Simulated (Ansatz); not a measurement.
# Hf in Ansatz: the effect of functional

Hf:

```
CELL_PARAMETERS angstrom
3.19670 0.00000 0.00000
-1.59835 2.76842 0.00000
0.00000 0.00000 5.05780
ATOMIC_POSITIONS crystal
Hf 0.66667 0.33333 0.75000
Hf 0.33333 0.66667 0.25000
```

Alike in all runs:

| Property | Result |
| --- | --- |
| Program | Ansatz 0.2.0 |
| Task | band structure |
| Potentials or basis | Ansatz PAW |
| k mesh | 6 × 6 × 3 |
| Occupations | fermi-dirac, width 0.05 eV |
| Spin | no spin polarisation |

```tsv
functional	cutoff	pressure (GPa)
LDA	420 eV (not typed: the program's choice for these potentials)	?
PBEsol	420 eV (not typed: the program's choice for these potentials)	-3.1
RPBE	420 eV (not typed: the program's choice for these potentials)	4.2
revPBE	420 eV (not typed: the program's choice for these potentials)	3.4
BLYP	420 eV (not typed: the program's choice for these potentials)	4.2
r2SCAN	500 eV (not typed: the program's choice for these potentials)	0.3
```

What does the run with functional LDA give?

Pressure -7.0 GPa.

Caveats: all runs use coarse meshes; the PAW data sets come from PBE, with cores solved anew for the run's functional, which leaves a small shift of forces and pressure.

Runs at the PBE level aren't shown here.
